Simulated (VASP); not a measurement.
Write the native input for VASP 6.6.1 that does the following.

| Property | Result |
| --- | --- |
| Task | band structure |
| Functional | PBE |
| Potentials or basis | VASP PAW PBE potentials, release 64 (Ni) |
| Cutoff | 520 eV |
| k mesh | 4 × 4 × 4 |
| Occupations | gaussian, width 0.1 eV |
| Spin | collinear spin, ferromagnetic start |
| Starting moments | [0.8] μB |
| Further INCAR settings | ALGO = Normal; EDIFF = 1e-07; NBANDS = 15 |

The system is Ni.

```xyz
1
Lattice="0.0000 1.7495 1.7495 1.7495 0.0000 1.7495 1.7495 1.7495 0.0000" Properties=species:S:1:pos:R:3 pbc="T T T"
Ni    0.0000    0.0000    0.0000
```

These files were run (other wordings do the same):

POSCAR

```
Ni                                      
1.0
    0.0000000000      1.7494896410      1.7494896410
    1.7494896410      0.0000000000      1.7494896410
    1.7494896410      1.7494896410      0.0000000000
  Ni            
     1
Direct
     0.0000000000000000    0.0000000000000000    0.0000000000000000
```

INCAR.step1

```
SYSTEM = Ni
PREC = Accurate
ENCUT = 520
EDIFF = 1E-7
ISMEAR = 0
SIGMA = 0.1
LREAL = .FALSE.
LASPH = .TRUE.
NELM = 100
ALGO = Normal
ISIF = 2
LWAVE = .FALSE.
LCHARG = .TRUE.
ISPIN = 2
MAGMOM = 0.8
LORBIT = 11
LMAXMIX = 4
GGA = PE
NBANDS = 15
```

KPOINTS.step1

```
regular mesh
0
G
  4 4 4
  0 0 0
```

INCAR.step2

```
SYSTEM = Ni
PREC = Accurate
ENCUT = 520
EDIFF = 1E-7
ISMEAR = 0
SIGMA = 0.05
LREAL = .FALSE.
LASPH = .TRUE.
NELM = 100
ALGO = Normal
ISIF = 2
LWAVE = .FALSE.
LCHARG = .FALSE.
ISPIN = 2
MAGMOM = 0.8
LORBIT = 11
LMAXMIX = 4
GGA = PE
NBANDS = 15
ICHARG = 11
```

KPOINTS.step2

```
path GXWKGLUWLK,UX
15
line-mode
reciprocal
 0.0000000000  0.0000000000  0.0000000000  G
 0.5000000000  0.0000000000  0.5000000000  X

 0.5000000000  0.0000000000  0.5000000000  X
 0.5000000000  0.2500000000  0.7500000000  W

 0.5000000000  0.2500000000  0.7500000000  W
 0.3750000000  0.3750000000  0.7500000000  K

 0.3750000000  0.3750000000  0.7500000000  K
 0.0000000000  0.0000000000  0.0000000000  G

 0.0000000000  0.0000000000  0.0000000000  G
 0.5000000000  0.5000000000  0.5000000000  L

 0.5000000000  0.5000000000  0.5000000000  L
 0.6250000000  0.2500000000  0.6250000000  U

 0.6250000000  0.2500000000  0.6250000000  U
 0.5000000000  0.2500000000  0.7500000000  W

 0.5000000000  0.2500000000  0.7500000000  W
 0.5000000000  0.5000000000  0.5000000000  L

 0.5000000000  0.5000000000  0.5000000000  L
 0.3750000000  0.3750000000  0.7500000000  K

 0.6250000000  0.2500000000  0.6250000000  U
 0.5000000000  0.0000000000  0.5000000000  X
```

Potentials or basis: VASP PAW PBE potentials, release 64 (Ni).

Run with:

```bash
$ cat potpaw_PBE.64/Ni/POTCAR > POTCAR
$ cp INCAR.step1 INCAR
$ cp KPOINTS.step1 KPOINTS
$ mpirun -np 1 vasp_std > vasp.out
$ cp INCAR.step2 INCAR
$ cp KPOINTS.step2 KPOINTS
$ mpirun -np 1 vasp_std > vasp.out
```

It gave:

The band gap along the path is none (metal or under the smearing width) and the net moment is 0.59 μB per cell.

Caveat: the k mesh is coarse (spacing up to 0.78 Å⁻¹), so the values aren't converged; the log is that of the step along the path at fixed density, whose energy, stress, charges and moments have no meaning.

Wall time 13 s on 1 thread of Intel(R) Xeon(R) 6975P-C (Granite Rapids) (shared host), peak memory 0.14 GiB.
